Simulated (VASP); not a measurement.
SnO2 (Cassiterite):

```
Sn O
1.0
     4.73800    0.00000    0.00000
     0.00000    4.73800    0.00000
     0.00000    0.00000    3.18650
Sn O
2 4
Cartesian
  2.3690 2.3690 1.5933
  0.0000 0.0000 0.0000
  3.8240 0.9140 1.5933
  3.2830 3.2830 0.0000
  0.9140 3.8240 1.5933
  1.4550 1.4550 0.0000
```

| Item | Value |
| --- | --- |
| Program | VASP 6.6.1 |
| Task | relaxation of cell and atoms |
| Functional | BLYP |
| Dispersion | D3 |
| Potentials or basis | VASP PAW PBE potentials, release 64 (Sn_d, O) |
| Cutoff | 600 eV |
| k mesh | 6 × 6 × 8 |
| Occupations | fermi-dirac, width 0.05 eV |
| Spin | no spin polarisation |

At the start: pressure 13.1 GPa; volume 11.92 Å³/atom.

Q: Where does the relaxation end?

A: Over 8 steps the energy falls by 30.1 meV/atom and the volume is 12.68 Å³/atom (+6.3 %); space group P4_2/mnm (No. 136, to 0.05 Å).

The path:
| step | energy change (eV) | largest force (eV/Å) | pressure (GPa) | volume (Å³) |
| --- | --- | --- | --- | --- |
| 1 | 0.0000 | 0.4213 | 13.08 | 71.53 |
| 2 | 0.0768 | 0.3909 | -11.49 | 82.09 |
| 3 | -0.1790 | 0.0335 | -0.11 | 76.03 |
| 4 | -0.1791 | 0.0263 | 0.12 | 75.94 |
| 5 | -0.1805 | 0.0021 | 0.01 | 76.05 |
| 6 | -0.1806 | 0.0132 | -0.03 | 76.10 |
| 7 | -0.1806 | 0.0135 | -0.03 | 76.10 |
| 8 | -0.1806 | 0.0032 | 0.02 | 76.07 |

Final structure:
```yaml
crystal:
  lattice:
    - [4.83845, 0.00000, 0.00000]
    - [0.00000, 4.83845, 0.00000]
    - [0.00000, 0.00000, 3.24953]
  atoms:
    - { symbol: Sn, position: [0.50000, 0.50000, 0.50000] }
    - { symbol: Sn, position: [0.00000, 0.00000, 0.00000] }
    - { symbol: O, position: [0.80587, 0.19413, 0.50000] }
    - { symbol: O, position: [0.69413, 0.69413, 0.00000] }
    - { symbol: O, position: [0.19413, 0.80587, 0.50000] }
    - { symbol: O, position: [0.30587, 0.30587, 0.00000] }
```

Caveat: the PAW data sets were made with another functional, which shifts forces and pressure a little.
